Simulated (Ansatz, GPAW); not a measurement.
# CN in line between two Ir chains: relaxation, then transmission at several levels, part 2 of 3

How well does CN in line between two Ir chains conduct once its atoms have relaxed, and how much do cheaper levels lose?

GPAW 26.7.0 and Ansatz 0.2.0; Ansatz plane waves; relaxation of the junction with the lead ends held (the session's first sound run).

So far, transmission at the Fermi level (one spin): step 3 (plane waves, PBE) 1.32. Also conductance of the perfect lead (G₀): step 3 5.77.

### Step 4. Double-zeta polarised basis

Localised orbitals split the wire into layers that couple to their neighbours alone, which is what the Green's function method needs; double zeta with polarisation is the usual level for numbers.

This step: GPAW LCAO, PAW setups; Landauer transmission from Green's functions with principal layers (ASE), zero bias (GPAW 26.7.0).

The input, run.py:

```python
import json
import numpy as np
from ase import Atoms
from ase.transport.calculators import TransportCalculator
from gpaw import GPAW, FermiDirac
from gpaw.lcao.tools import get_lcao_hamiltonian
from scipy.linalg import eigh

# The junction with lead layers at both ends, along the third cell vector
device = Atoms(
    ['Ir', 'Ir', 'Ir', 'Ir', 'Ir', 'Ir', 'Ir', 'Ir', 'C', 'N', 'Ir', 'Ir', 'Ir', 'Ir', 'Ir', 'Ir', 'Ir', 'Ir'],
    positions=[
        [4.50000, 4.50000, 1.15000],
        [4.50000, 4.50000, 3.45000],
        [4.50000, 4.50000, 5.75000],
        [4.50000, 4.50000, 8.05000],
        [4.50000, 4.50000, 10.35000],
        [4.50000, 4.50000, 12.65000],
        [4.44891, 3.80607, 14.91368],
        [4.53548, 4.89018, 17.00217],
        [4.51042, 4.57870, 18.94053],
        [4.50580, 4.51347, 20.15106],
        [4.49316, 4.36635, 22.15480],
        [4.57151, 5.28352, 24.26258],
        [4.50000, 4.50000, 26.52290],
        [4.50000, 4.50000, 28.82290],
        [4.50000, 4.50000, 31.12290],
        [4.50000, 4.50000, 33.42290],
        [4.50000, 4.50000, 35.72290],
        [4.50000, 4.50000, 38.02290]],
    cell=[[9.0, 0.0, 0.0], [0.0, 9.0, 0.0], [0.0, 0.0, 39.1729]],
    pbc=True)

# One principal layer of the lead: the first 5 atoms of the device
lead = Atoms(
    ['Ir', 'Ir', 'Ir', 'Ir', 'Ir'],
    positions=[
        [4.50000, 4.50000, 1.15000],
        [4.50000, 4.50000, 3.45000],
        [4.50000, 4.50000, 5.75000],
        [4.50000, 4.50000, 8.05000],
        [4.50000, 4.50000, 10.35000]],
    cell=[[9.0, 0.0, 0.0], [0.0, 9.0, 0.0], [0.0, 0.0, 11.5]],
    pbc=True)

settings = dict(mode='lcao', basis='dzp', xc='PBE', h=0.18,
                occupations=FermiDirac(0.1), maxiter=250,
                mixer=dict(beta=0.1, nmaxold=8, weight=100.0),
                convergence=dict(density=0.0001))
energies = np.arange(-2, 2 + 1e-9, 0.025)
eta = 0.0001
n1, n2 = 1, 1
# k and -k transmit alike, so half of the mesh across the current serves
mesh = [(i, j) for i in range(n1) for j in range(n2) if (i, j) <= (-i % n1, -j % n2)]
weights = np.array([1 if (i, j) == (-i % n1, -j % n2) else 2 for i, j in mesh]) / (n1 * n2)


def ground_state(atoms, size, txt):
    atoms.calc = GPAW(kpts={'size': size, 'gamma': True}, symmetry={'tolerance': 1e-3}, txt=txt, **settings)
    atoms.get_potential_energy()
    return atoms.calc.get_fermi_level()


def blocks(atoms, fermi, points, nz, cells):
    """H - E_F S and S between cell 0 and the cells above it, at each point across the current."""
    kz = np.arange(nz) / nz
    calc = atoms.calc.fixed_density(kpts=[(*k, z) for k in points for z in kz], symmetry='off', txt=None)
    H, S = get_lcao_hamiltonian(calc)
    H = (H - fermi * S).reshape(len(H), len(points), nz, *S.shape[1:])
    S = S.reshape(H.shape[1:])
    phases = [np.exp(-2j * np.pi * kz * R) / nz for R in cells]
    return [(np.einsum('skzij,z->ksij', H, p), np.einsum('kzij,z->kij', S, p)) for p in phases]


def pair(a, b):
    return np.block([[a, b], [b.T.conj(), a]])


def count_channels(h, s, cells, nk=240):
    """Half the number of times that the lead's bands cross each energy, unfolded to its shortest repeat."""
    b = len(h) // cells
    bands = []
    for k in (np.arange(nk + 1) + 0.5) / nk:
        hk, sk = h[:b, :b].copy(), s[:b, :b].copy()
        for R in range(1, cells):
            phase, block = np.exp(2j * np.pi * k * R), slice(R * b, (R + 1) * b)
            hk += h[:b, block] * phase + (h[:b, block] * phase).T.conj()
            sk += s[:b, block] * phase + (s[:b, block] * phase).T.conj()
        w, u = eigh(sk)
        x = u[:, w > 1e-5] / w[w > 1e-5]**0.5  # drop near-dependent combinations
        bands.append(np.r_[eigh(x.T.conj() @ hk @ x, eigvals_only=True), [1e9] * (w <= 1e-5).sum()])
    below = np.array(bands)[:, :, None] < energies
    return (below[1:] != below[:-1]).sum((0, 1)) / 2


fermi_lead = ground_state(lead, (1, 1, 10), 'lead.txt')
fermi_device = ground_state(device, (1, 1, 2), 'device.txt')
T, channels, eigen, tail, misfit, shifts = [], [], [], 0.0, 0.0, []
for first in range(0, len(mesh), 342):
    points = [(i / n1, j / n2) for i, j in mesh[first:first + 342]]
    (H0k, S0k), (H1k, S1k), (H2k, _) = blocks(lead, fermi_lead, points, 5, range(3))
    [(Hk, Sk)] = blocks(device, fermi_device, points, 2, [0])
    tail = max(tail, abs(H2k).max())
    for H0, S0, H1, S1, H, S in zip(H0k, S0k, H1k, S1k, Hk, Sk):
        n = len(S0)
        # Shift the lead onto the potential of the device's first layer
        shift = ((H[:, 0, 0] - H0[:, 0, 0]) / S0[0, 0]).real.mean()
        shifts.append(shift)
        misfit = max(misfit, abs(H[:, :n, :n] - H0 - shift * S0).max())
        Tk, Ck, Ek = [], [], []
        for s in range(len(H)):
            t = s % len(H0)  # a lead without moments serves both spins
            h1, s1 = pair(H0[t] + shift * S0, H1[t] + shift * S1), pair(S0, S1)
            leads = dict(h1=h1, s1=s1, energies=energies, eta=eta, eta1=eta, eta2=eta)
            calc = TransportCalculator(h=H[s], s=S, eigenchannels=3, **leads)
            Tk.append(calc.get_transmission())
            Ek.append(np.sort(calc.eigenchannels_ne, axis=0)[::-1])
            Ck.append(count_channels(h1, s1, 10))
        T.append(Tk)
        channels.append(Ck)
        eigen.append(Ek)
T, channels = np.array(T), np.array(channels)
mean, open_channels = np.einsum('kse,k->se', T, weights), np.einsum('kse,k->se', channels, weights)

print(f'basis functions: device {len(S)}, principal layer {n}')
print(f'Fermi level: lead {fermi_lead:.4f} eV, device {fermi_device:.4f} eV; lead shifted by {np.mean(shifts):.4f} eV')
print(f'largest coupling past the next layer {tail:.2e} eV, largest misfit of the first layer {misfit:.3f} eV')
print('  E-E_F (eV)   ' + 'T (one spin)  channels')
for e, t, c in zip(energies, mean.T, open_channels.T):
    print(f'{e:10.3f}  ', *[f'{x:11.4e}' for x in t], *[f'{x:9.4f}' for x in c])

kT = 8.617333e-5 * 300
fine = np.linspace(energies[0], energies[-1], 4001)
both = np.exp(np.interp(fine, energies, np.log(np.maximum(mean.sum(0) * 2 / len(mean), 1e-30))))
fermi = lambda mu: 1 / (1 + np.exp(np.clip((fine - mu) / kT, -200, 200)))
slope = fermi(0) * (1 - fermi(0)) / kT
G = np.trapezoid(both * slope, fine) / 2
seebeck = -np.trapezoid(both * slope * fine, fine) / (2 * G * 300) * 1e6
print(f'conductance at 300 K: {G:.5g} G0 a cell; thermopower {seebeck:.4g} uV/K')
bias = [0.1, 0.2, 0.5, 1.0, 1.5, 2.0]
current = [38.74 * np.trapezoid(both * (fermi(V / 2) - fermi(-V / 2)), fine) for V in bias]
for V, I in zip(bias, current):
    print(f'current from the zero-bias T(E) at {V} V: {I:.5g} uA')
zero = abs(energies).argmin()
json.dump(dict(energies=energies.tolist(), T=mean.tolist(), channels=open_channels.tolist(), G=G, seebeck=seebeck,
               bias=bias, current=current, tail=tail, misfit=misfit, shift=np.mean(shifts), n_device=len(S), n_lead=n,
               fermi=[fermi_lead, fermi_device], energy=device.get_potential_energy(),
               moments=device.get_magnetic_moments().tolist(), mesh=mesh, weights=weights.tolist(),
               T_k=T[:, :, zero].tolist(), eigen=np.array(eigen[0]).tolist()), open('result.json', 'w'))
```

The run is started by

```sh
$ OMP_NUM_THREADS=1 OPENBLAS_NUM_THREADS=1 python run.py
```

It took 6.9 min on 1 thread of Arm Neoverse V1, shared host; peak memory 2.1 GiB.

This step gave:

```
conductance                                    : 1.440 G₀
largest coupling past the next principal layer : 1.48e-6 eV
largest misfit of the first principal layer    : 0.07132 eV
shift that aligns the lead                     : -0.01119 eV
basis functions of the junction                : 458
basis functions of a principal layer           : 135
transmission at the Fermi level (one spin)     : 1.410
```

One spin. Table of transmission, zone mean by energy, zero at the Fermi level:

| energy (eV) | transmission, zone mean |
| --- | --- |
| -2.000 | 0.578 |
| -1.900 | 0.570 |
| -1.800 | 0.557 |
| -1.700 | 0.544 |
| -1.600 | 0.533 |
| -1.500 | 0.524 |
| -1.400 | 0.532 |
| -1.300 | 0.650 |
| -1.200 | 0.638 |
| -1.100 | 0.635 |
| -1.000 | 0.651 |
| -0.900 | 0.745 |
| -0.800 | 0.908 |
| -0.700 | 1.15 |
| -0.600 | 1.53 |
| -0.550 | 1.62 |
| -0.500 | 1.52 |
| -0.400 | 1.27 |
| -0.300 | 1.34 |
| -0.200 | 1.56 |
| -0.175 | 1.58 |
| -0.100 | 1.50 |
| 0.000 | 1.41 |
| 0.100 | 1.77 |
| 0.200 | 1.49 |
| 0.300 | 1.28 |
| 0.400 | 0.907 |
| 0.500 | 0.545 |
| 0.600 | 0.332 |
| 0.700 | 0.214 |
| 0.800 | 0.143 |
| 0.900 | 0.0949 |
| 1.000 | 0.0626 |
| 1.100 | 0.0419 |
| 1.200 | 0.0303 |
| 1.300 | 0.0257 |
| 1.400 | 0.0257 |
| 1.500 | 0.0282 |
| 1.600 | 0.0306 |
| 1.700 | 0.0307 |
| 1.800 | 0.0262 |
| 1.900 | 0.0120 |
| 2.000 | 0.00265 |

Not self-consistent under bias; the bias window is split evenly. Table of current through one cell, from the zero-bias transmission by bias:

| bias (V) | current through one cell, from the zero-bias transmission (μA) |
| --- | --- |
| 0.100 | 11.2 |
| 0.200 | 23.0 |
| 0.500 | 58.5 |
| 1.000 | 104 |
| 1.500 | 137 |
| 2.000 | 154 |

The transmission of the three most open eigenchannels by energy, zero at the Fermi level:

| energy (eV) | channel 1 | channel 2 | channel 3 |
| --- | --- | --- | --- |
| -2.000 | 0.255 | 0.242 | 0.0812 |
| -1.900 | 0.248 | 0.223 | 0.0990 |
| -1.800 | 0.246 | 0.212 | 0.0995 |
| -1.700 | 0.245 | 0.208 | 0.0911 |
| -1.600 | 0.245 | 0.211 | 0.0774 |
| -1.500 | 0.243 | 0.220 | 0.0611 |
| -1.400 | 0.248 | 0.240 | 0.0436 |
| -1.300 | 0.381 | 0.239 | 0.0298 |
| -1.200 | 0.407 | 0.209 | 0.0220 |
| -1.100 | 0.436 | 0.183 | 0.0154 |
| -1.000 | 0.475 | 0.166 | 0.0101 |
| -0.900 | 0.563 | 0.175 | 0.00691 |
| -0.800 | 0.668 | 0.233 | 0.00540 |
| -0.700 | 0.773 | 0.374 | 0.00441 |
| -0.600 | 0.854 | 0.667 | 0.00356 |
| -0.500 | 0.849 | 0.664 | 0.00303 |
| -0.400 | 0.830 | 0.438 | 0.00300 |
| -0.300 | 0.821 | 0.511 | 0.00369 |
| -0.200 | 0.822 | 0.736 | 0.00649 |
| -0.100 | 0.901 | 0.583 | 0.0142 |
| 0.000 | 0.800 | 0.590 | 0.0194 |
| 0.100 | 0.921 | 0.829 | 0.0217 |
| 0.200 | 0.868 | 0.609 | 0.0118 |
| 0.300 | 0.846 | 0.425 | 0.00739 |
| 0.400 | 0.604 | 0.297 | 0.00518 |
| 0.500 | 0.335 | 0.206 | 0.00385 |
| 0.600 | 0.187 | 0.142 | 0.00286 |
| 0.700 | 0.115 | 0.0965 | 0.00196 |
| 0.800 | 0.0777 | 0.0642 | 9.0e-4 |
| 0.900 | 0.0563 | 0.0385 | 2.6e-6 |
| 1.000 | 0.0432 | 0.0194 | 2.3e-7 |
| 1.100 | 0.0347 | 0.00723 | 8.7e-6 |
| 1.200 | 0.0288 | 0.00149 | 2.5e-5 |
| 1.300 | 0.0246 | 0.00109 | 9.0e-6 |
| 1.400 | 0.0214 | 0.00430 | 8.5e-5 |
| 1.500 | 0.0187 | 0.00930 | 1.8e-4 |
| 1.600 | 0.0161 | 0.0141 | 2.9e-4 |
| 1.700 | 0.0172 | 0.0131 | 4.4e-4 |
| 1.800 | 0.0167 | 0.00895 | 5.7e-4 |
| 1.900 | 0.00940 | 0.00218 | 4.0e-4 |
| 2.000 | 0.00265 | 2.6e-9 | 2.7e-10 |

At the Fermi level T is 1.41 against 1.32 in plane waves. Couplings past the next layer reach 1.5e-6 eV, small enough to drop; the matrix elements of the cell's first layer differ from the bulk lead's by up to 0.071 eV. That layer keeps its own values in the calculation, and only beyond it is the lead taken as perfect. The Fermi levels of lead and junction count from different zeros of potential, one for each periodic cell; with both set to zero, the small remaining shift is what aligns them. Without spin-orbit coupling, which is large for these atoms, channel counts and T are those of the scalar-relativistic bands. By hand: G = 1.440 × 77.48 μS = 112 μS, a resistance of 8.96 kΩ; at 0.1 V a linear junction would pass 11.2 μA, and the integral over the bias window gives 11.2 μA.

### Step 5. Single-zeta polarised basis

One radial function a shell plus polarisation makes the matrices smaller; the question is what that costs.

Changes to run.py since step 4:

```diff
@@ -45,3 +45,3 @@
 
-settings = dict(mode='lcao', basis='dzp', xc='PBE', h=0.18,
+settings = dict(mode='lcao', basis='szp(dzp)', xc='PBE', h=0.18,
                 occupations=FermiDirac(0.1), maxiter=250,
```

The job ended after 4 min (1 thread; peak memory 2 GiB).

This step gave:

```
conductance                                 : 1.401 G₀
largest misfit of the first principal layer : 0.07676 eV
shift that aligns the lead                  : -0.01369 eV
basis functions of the junction             : 258
basis functions of a principal layer        : 75
transmission at the Fermi level (one spin)  : 1.364
```

The conductance, 1.40 G₀, lies 2.7 % below that of the dzp run.

### Step 6. Minimal basis

One function for each valence shell of the setup, as for a first survey of a large system.

Changes to run.py since step 5:

```diff
@@ -45,3 +45,3 @@
 
-settings = dict(mode='lcao', basis='szp(dzp)', xc='PBE', h=0.18,
+settings = dict(mode='lcao', basis='sz(dzp)', xc='PBE', h=0.18,
                 occupations=FermiDirac(0.1), maxiter=250,
```

Wall time 3.2 min (1 thread); peak memory 2 GiB.

Numbers from this step:

| Property | Result |
| --- | --- |
| conductance | 1.432 G₀ |
| largest coupling past the next principal layer | 1.47e-6 eV |
| largest misfit of the first principal layer | 0.04974 eV |
| shift that aligns the lead | -0.01463 eV |
| basis functions of the junction | 200 |
| basis functions of a principal layer | 60 |
| transmission at the Fermi level (one spin) | 1.397 |

The conductance, 1.43 G₀, lies 0.6 % below that of the dzp run.

### Step 7. LDA in the dzp basis: xc = "LDA"

Back in the dzp basis, the functional changes from PBE to LDA, to set the spread between functionals beside that between bases.

Changes to run.py since step 6:

```diff
@@ -45,3 +45,3 @@
 
-settings = dict(mode='lcao', basis='sz(dzp)', xc='PBE', h=0.18,
+settings = dict(mode='lcao', basis='dzp', xc='LDA', h=0.18,
                 occupations=FermiDirac(0.1), maxiter=250,
```

Wall time 5.9 min (1 thread); peak memory 2.1 GiB.

Numbers from this step:

```
conductance                                    : 1.467 G₀
largest coupling past the next principal layer : 1.53e-6 eV
largest misfit of the first principal layer    : 0.07551 eV
shift that aligns the lead                     : -0.009566 eV
basis functions of the junction                : 458
basis functions of a principal layer           : 135
transmission at the Fermi level (one spin)     : 1.436
```

The conductance, 1.47 G₀, lies 1.9 % above that of the dzp run.

### Step 8. Without the relaxation: geometry = "as built"

The dzp basis with PBE on the structure as first built shows what the relaxation was worth.

Changes to run.py since step 7:

```diff
@@ -18,8 +18,8 @@
         [4.50000, 4.50000, 12.65000],
-        [4.44891, 3.80607, 14.91368],
-        [4.53548, 4.89018, 17.00217],
-        [4.51042, 4.57870, 18.94053],
-        [4.50580, 4.51347, 20.15106],
-        [4.49316, 4.36635, 22.15480],
-        [4.57151, 5.28352, 24.26258],
+        [4.50000, 4.50000, 14.95000],
+        [4.50000, 4.50000, 17.25000],
+        [4.50000, 4.50000, 19.00850],
+        [4.50000, 4.50000, 20.18850],
+        [4.50000, 4.50000, 21.92290],
+        [4.50000, 4.50000, 24.22290],
         [4.50000, 4.50000, 26.52290],
@@ -45,3 +45,3 @@
 
-settings = dict(mode='lcao', basis='dzp', xc='LDA', h=0.18,
+settings = dict(mode='lcao', basis='dzp', xc='PBE', h=0.18,
                 occupations=FermiDirac(0.1), maxiter=250,
```

Wall time 7.3 min (1 thread); peak memory 2.1 GiB.

This step gave:

* conductance: 1.986 G₀
* largest coupling past the next principal layer: 1.48e-6 eV
* largest misfit of the first principal layer: 0.1017 eV
* shift that aligns the lead: -0.008366 eV
* transmission at the Fermi level (one spin): 1.987

One spin. Transmission, zone mean against energy, zero at the Fermi level:

| energy (eV) | transmission, zone mean |
| --- | --- |
| -2.000 | 1.87 |
| -1.800 | 1.89 |
| -1.600 | 1.91 |
| -1.400 | 1.92 |
| -1.200 | 1.93 |
| -1.000 | 1.92 |
| -0.800 | 1.92 |
| -0.600 | 1.93 |
| -0.400 | 1.96 |
| -0.200 | 1.98 |
| 0.000 | 1.99 |
| 0.025 | 1.99 |
| 0.200 | 1.98 |
| 0.400 | 1.93 |
| 0.600 | 1.87 |
| 0.800 | 1.80 |
| 1.000 | 1.72 |
| 1.200 | 1.64 |
| 1.400 | 1.50 |
| 1.600 | 1.27 |
| 1.800 | 0.791 |
| 2.000 | 0.0424 |

The conductance, 1.99 G₀, lies 38 % above that of the dzp run.

### Step 9. Cost and result by level

Times are wall times on the hardware named with each run. Results by setting:

| no. | run | conductance (G₀) | time | memory (GiB) |
| --- | --- | --- | --- | --- |
| 1 | pw PBE | 1.380 | 2.6 min | 4.9 |
| 2 | dzp | 1.440 | 6.9 min | 2.1 |
| 3 | szp | 1.401 | 4 min | 2.0 |
| 4 | sz | 1.432 | 3.2 min | 2.0 |
| 5 | dzp LDA | 1.467 | 5.9 min | 2.1 |
| 6 | asbuilt | 1.986 | 7.3 min | 2.1 |

### Step 10. Comparison

The curves are compared point by point over the common energies.

This step: comparison of transmission and cost over codes, levels and geometry (GPAW 26.7.0).

Ladder, by row:

| step | code | T at the Fermi level (sum over the listed spins) | conductance (G0) | r.m.s. T(E) from the first | wall time (s) | peak memory (GiB) | threads |
| --- | --- | --- | --- | --- | --- | --- | --- |
| pw-pbe | Ansatz | 1.319 | 1.38 | 0 | 153.7 | 4.871 | 4 |
| dzp | GPAW | 1.41 | 1.44 | 0.0806 | 415.6 | 2.13 | 1 |
| szp | GPAW | 1.364 | 1.401 | 0.1094 | 238.4 | 2.04 | 1 |
| sz | GPAW | 1.397 | 1.432 | 0.1089 | 193.8 | 1.97 | 1 |
| dzp-LDA | GPAW | 1.436 | 1.467 | 0.09055 | 351.8 | 2.13 | 1 |
| asbuilt | GPAW | 1.987 | 1.986 | 1.151 | 435.8 | 2.14 | 1 |

Table of transmission, zone mean, sum over the listed spins by energy, zero at the Fermi level:

| energy (eV) | pw-pbe | dzp | szp | sz | dzp-LDA | asbuilt |
| --- | --- | --- | --- | --- | --- | --- |
| -2.000 | 0.565 | 0.578 | 0.524 | 0.464 | 0.577 | 1.87 |
| -1.800 | 0.574 | 0.557 | 0.505 | 0.457 | 0.560 | 1.89 |
| -1.600 | 0.524 | 0.533 | 0.497 | 0.453 | 0.542 | 1.91 |
| -1.400 | 0.619 | 0.532 | 0.504 | 0.471 | 0.547 | 1.92 |
| -1.200 | 0.599 | 0.638 | 0.611 | 0.577 | 0.648 | 1.93 |
| -1.000 | 0.647 | 0.651 | 0.645 | 0.635 | 0.662 | 1.92 |
| -0.800 | 0.936 | 0.908 | 0.914 | 0.918 | 0.917 | 1.92 |
| -0.600 | 1.60 | 1.53 | 1.54 | 1.55 | 1.53 | 1.93 |
| -0.550 | 1.54 | 1.62 | 1.61 | 1.63 | 1.64 | 1.94 |
| -0.400 | 1.39 | 1.27 | 1.22 | 1.23 | 1.30 | 1.96 |
| -0.250 | 1.58 | 1.46 | 1.38 | 1.37 | 1.45 | 1.97 |
| -0.200 | 1.53 | 1.56 | 1.53 | 1.52 | 1.57 | 1.98 |
| 0.000 | 1.32 | 1.41 | 1.36 | 1.40 | 1.44 | 1.99 |
| 0.100 | 1.75 | 1.77 | 1.76 | 1.75 | 1.80 | 1.99 |
| 0.200 | 1.55 | 1.49 | 1.48 | 1.48 | 1.50 | 1.98 |
| 0.400 | 1.11 | 0.907 | 0.795 | 0.842 | 0.871 | 1.93 |
| 0.600 | 0.463 | 0.332 | 0.288 | 0.310 | 0.312 | 1.87 |
| 0.800 | 0.191 | 0.143 | 0.126 | 0.133 | 0.135 | 1.80 |
| 1.000 | 0.0851 | 0.0626 | 0.0562 | 0.0596 | 0.0594 | 1.72 |
| 1.200 | 0.0383 | 0.0303 | 0.0304 | 0.0328 | 0.0288 | 1.64 |
| 1.400 | 0.0237 | 0.0257 | 0.0296 | 0.0323 | 0.0242 | 1.50 |
| 1.600 | 0.0264 | 0.0306 | 0.0374 | 0.0400 | 0.0280 | 1.27 |
| 1.800 | 0.0319 | 0.0262 | 0.0356 | 0.0348 | 0.0227 | 0.791 |
| 2.000 | 0.0235 | 0.00265 | 0.00157 | 0.00208 | 0.00213 | 0.0424 |

(Continued in part 3 of 3.)

[Logs are printed without paths, hosts, clocks, repeated set-up lines and the standing remarks that a program may print on its own settings, such as how far it seeks lower states.]

[Hosts, paths, dates, database ids (printed as entryN), source tags and the programs' standing remarks are cut or masked in the printed files.]
